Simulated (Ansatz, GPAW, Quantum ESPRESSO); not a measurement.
NiO: net moment per atom by level of theory

```cif
data_structure
_symmetry_space_group_name_H-M 'P 1'
_symmetry_Int_Tables_number 1
_cell_length_a 2.9576
_cell_length_b 2.9576
_cell_length_c 2.9576
_cell_angle_alpha 60.000
_cell_angle_beta 60.000
_cell_angle_gamma 60.000
_cell_volume 18.29
loop_
_atom_site_label
_atom_site_type_symbol
_atom_site_fract_x
_atom_site_fract_y
_atom_site_fract_z
_atom_site_occupancy
Ni1 Ni 0.00000 0.00000 0.00000 1
O1 O 0.50000 0.50000 0.50000 1
```

```tsv
rung	level	program and potentials	cutoff (eV)	k mesh	smearing	task	core time	chip	net moment per atom (μB)	notes
GGA	PBE	Quantum ESPRESSO, SG15 PBE 1.2	1197	4 × 4 × 4	fermi-dirac 0.05	single point	16 s	Arm Neoverse V1	0.69	coarse mesh; 12 valence electrons an atom on average
GGA	PBE	Ansatz, all-electron LAPW, scalar-relativistic	-	11 × 11 × 11	fermi-dirac 0.05	single point	39 s	AMD EPYC 7R43 Zen 3	0.90	-
GGA	PBE	GPAW, GPAW PAW data sets (gpaw-data 1.2.1)	800	11 × 11 × 11	fermi-dirac 0.05	single point	1.7 min	Arm Neoverse N1	0.87	11 valence electrons an atom on average; this data set often lies off other programs
LDA	LDA	Quantum ESPRESSO, PseudoDojo 0.4.1 SR LDA standard	1333	4 × 4 × 4, shifted	fermi-dirac 0.05	phonons	2.5 min	Intel Xeon 6975P-C Granite Rapids	0.37	coarse mesh; 12 valence electrons an atom on average
GGA	PW91	Quantum ESPRESSO, PseudoDojo 0.4.1 SR PBE standard	1333	4 × 4 × 4, shifted	fermi-dirac 0.05	phonons	2.6 min	Intel Xeon 6975P-C Granite Rapids	0.38	coarse mesh; potentials made for PBE; 12 valence electrons an atom on average
GGA	PBE	Quantum ESPRESSO, PseudoDojo 0.4.1 SR PBE standard	1333	4 × 4 × 4, shifted	fermi-dirac 0.05	phonons	2.6 min	Intel Xeon 6975P-C Granite Rapids	0.38	coarse mesh; 12 valence electrons an atom on average
GGA	revPBE	Quantum ESPRESSO, PseudoDojo 0.4.1 SR PBE standard	1333	4 × 4 × 4, shifted	fermi-dirac 0.05	phonons	2.7 min	Intel Xeon 6975P-C Granite Rapids	0.39	coarse mesh; potentials made for PBE; 12 valence electrons an atom on average
```

Times are single runs on shared hosts and different chips, so they are rough; meshes, cutoffs and the tasks' sizes weigh on the time. All rows: collinear spin, ferromagnetic start. Smearing widths are in eV. The cell comes from a database and isn't always the measured one. For a metal such meshes aren't converged. Meshes differ between rows, which moves values too. Meshes are those of the run's cell of 2 atoms unless a note names another. A magnetic state is the one that its parallel start led to; the crystal's real order can differ. Runs on faulty files, with rough fits or with known faults for this quantity aren't shown. No row holds spin-orbit coupling.

By rung: GGA 0.87 to 0.90; LDA on coarse meshes 0.37; GGA on coarse meshes 0.38 to 0.69 (μB).
